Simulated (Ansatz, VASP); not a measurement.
# Two plane-wave programs on MgH2

Contents of INCAR:

```
ALGO = Normal ; EDIFF = 1E-6
EDIFFG = -0.01 ; ENCUT = 600
GGA = PE ; IBRION = 2
ISIF = 3 ; ISMEAR = 0
LASPH = True ; LCHARG = False
LREAL = False ; LWAVE = False
NELM = 100 ; NSW = 100
PREC = Accurate ; SIGMA = 0.1
```

The input KPOINTS:

```
k-points
0
Gamma
  12 12 8
```

Contents of POSCAR:

```
MgH2
1.0
    2.4193977934     -2.4280866936      0.0000000000
    2.4193977934      2.4280866936      0.0000000000
    0.0000000000      0.0000000000      4.7254415518
Mg H
2 4
Direct
    0.0000000000      0.0000000000      0.0000000000
    0.5000000000      0.5000000000      0.5000000000
    0.5491741038      0.9508258962      0.2500000000
    0.9508258962      0.5491741038      0.7500000000
    0.4508258962      0.0491741038      0.7500000000
    0.0491741038      0.4508258962      0.2500000000
```

Input for Ansatz:

```yaml
crystal:
  lattice:
    - [2.4193977934, -2.4280866936, 0.0]
    - [2.4193977934, 2.4280866936, 0.0]
    - [0.0, 0.0, 4.7254415518]
  atoms:
    - { symbol: Mg, position: [0.0, 0.0, 0.0] }
    - { symbol: Mg, position: [0.5, 0.5, 0.5] }
    - { symbol: H, position: [0.5491741038, 0.9508258962, 0.25] }
    - { symbol: H, position: [0.9508258962, 0.5491741038, 0.75] }
    - { symbol: H, position: [0.4508258962, 0.0491741038, 0.75] }
    - { symbol: H, position: [0.0491741038, 0.4508258962, 0.25] }
basis:
  ecutwfc: 420
kpoints:
  mp_grid: { grid: [12, 12, 8] }
hamiltonian:
  xc: pbe
scf:
  occupations: { method: gaussian, width: 0.1 }
output:
  forces: true
  stress: true
  eigenvalues: true
  write_density: true
  write_potential: true
  elf: true
  volumetric_format: npy
relax:
  adjacent_minimum: "off"
  f_tol: 0.01
  max_steps: 80
  cell: { stress_tol: 0.05 }
```

Alike in both runs: task relaxation of cell and atoms; functional PBE; k mesh 12 × 12 × 8; occupations gaussian, width 0.1 eV; no spin polarisation.

```csv
,VASP,Ansatz
version,VASP 6.6.1,Ansatz 0.2.0
potentials or method,"VASP PAW PBE potentials, release 64 (Mg, H)","scalar-relativistic, plane waves, PAW"
plane-wave cutoff (eV),600,420
valence electrons in the cell,8,24
```

|  | VASP | Ansatz | Ansatz less VASP |
| --- | --- | --- | --- |
| gap on the k mesh at the Fermi level, each at its own relaxed structure (eV) | none | none | - |
| relaxed volume (Å³/atom) | 9.04 | 9.11 | +0.076 |
| relaxed cell length with the largest relative difference (Å) | 3.383 | 3.397 | +0.0135 |

A gap of «none» marks a metal or a gap that the smearing closes. The two sets of potentials don't hold the same shells in valence.
